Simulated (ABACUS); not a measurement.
# As: equation of state with revTPSS

The system is As.

```
As
1.0
     1.88080    1.08588    3.51406
    -1.88080    1.08588    3.51406
     0.00000   -2.17176    3.51406
As
2
Direct
  0.22600 0.22600 0.22600
  0.77400 0.77400 0.77400
```

| Quantity | Value |
| --- | --- |
| Program | ABACUS 3.10.1 |
| Task | equation of state |
| Functional | revTPSS |
| Potentials or basis | SG15 ONCV 1.2 PBE |
| Cutoff | 1320 eV |
| Density cutoff | 5279 eV |
| Basis | plane waves |
| k mesh | 6 × 6 × 6 |
| Occupations | fermi-dirac, width 0.05 eV |
| Spin | no spin polarisation |

The equilibrium volume is 22.55 Å³/atom, the bulk modulus at fixed shape and positions is 70 GPa and the pressure derivative of the bulk modulus is 4.6 (rough: it moves with the points fitted).

Energy against volume, from the lowest point:
| volume (Å³/atom) | energy (meV/atom) |
| --- | --- |
| 20.239 | 62.20 |
| 21.100 | 22.12 |
| 21.961 | 2.74 |
| 22.822 | 0.00 |

All runs of the series together: 67 s on 4 threads of Intel(R) Xeon(R) 6975P-C (Granite Rapids) (shared host).

Caveat: the cell was scaled at fixed shape and fractional positions, which overstates the stiffness of a crystal with free parameters, most of all of layers and chains; the potentials were made for another functional, which shifts forces and pressure.
